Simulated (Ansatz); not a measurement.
## Zn: single point with RPBE

Crystal: Zn.

```
CELL_PARAMETERS angstrom
2.67000 0.00000 0.00000
-1.33500 2.31229 0.00000
0.00000 0.00000 4.96600
ATOMIC_POSITIONS crystal
Zn 0.66667 0.33333 0.75000
Zn 0.33333 0.66667 0.25000
```

* Program: Ansatz 0.2.0
* Task: single point
* Functional: RPBE
* Potentials or basis: all-electron LAPW, scalar-relativistic
* Cutoff: 264 eV (chosen from the basis error)
* Basis error allowed: 0.001 eV/atom
* k mesh: 11 × 11 × 6
* Occupations: gaussian, width 0.05 eV
* Spin: no spin polarisation

The pressure is 2.4 GPa and the band gap on the k mesh is none (metal or under the smearing width).

Stress tensor (GPa, compression positive):
```
3.28 0.00 0.00
0.00 3.28 0.00
0.00 0.00 0.70
```

Levels at points of the mesh, in eV from the Fermi level:
```
            k point  band 18  band 19  band 20  band 21  band 22  band 23
 (0.00, 0.00, 0.00)    -6.92    -6.92    -3.49    -2.90    13.58    17.07
(0.00, 0.00, -0.50)    -7.00    -7.00    -7.00     4.66     4.66    18.78
```

Run time: 12 s on 1 thread of Arm Neoverse V2, with other jobs on the host, peak memory 0.32 GiB.
